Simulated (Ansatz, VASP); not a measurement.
**Two plane-wave programs on V**

```
V
1.0
     2.16867   -1.49286    0.00000
     2.16867    1.49286    0.00000
     0.00000    0.00000    8.02420
V
4
Direct
  0.75388 0.24612 0.12498
  0.74612 0.25388 0.62498
  0.24612 0.75388 0.87502
  0.25388 0.74612 0.37502
```

Alike in both runs: functional PBEsol; k mesh 6 × 6 × 4; occupations gaussian, width 0.1 eV; no spin polarisation.

Ansatz relaxed the structure, and its values are those at the end. VASP's run is a single point on that final structure, the one shown.

```csv
,VASP,Ansatz
version,VASP 6.6.1,Ansatz 0.2.0
potentials or method,"VASP PAW PBE potentials, release 64 (V_sv)","scalar-relativistic, plane waves, PAW"
plane-wave cutoff (eV),520,420
valence electrons in the cell,52,52
```

Ansatz gave:

* gap on the k mesh at the Fermi level (eV): none
* pressure (GPa): 0.0
* rms of the force components (eV/Å): 0.006

Estimate VASP's values.

gap on the k mesh at the Fermi level (eV): none; pressure (GPa): 0.2; rms of the force components (eV/Å): 0.006.

A gap of «none» marks a metal or a gap that the smearing closes.

Caveats: the k mesh is coarse (spacing up to 0.43 Å⁻¹), so the values aren't converged; the PAW data sets were made with another functional, which shifts forces and pressure a little (VASP).
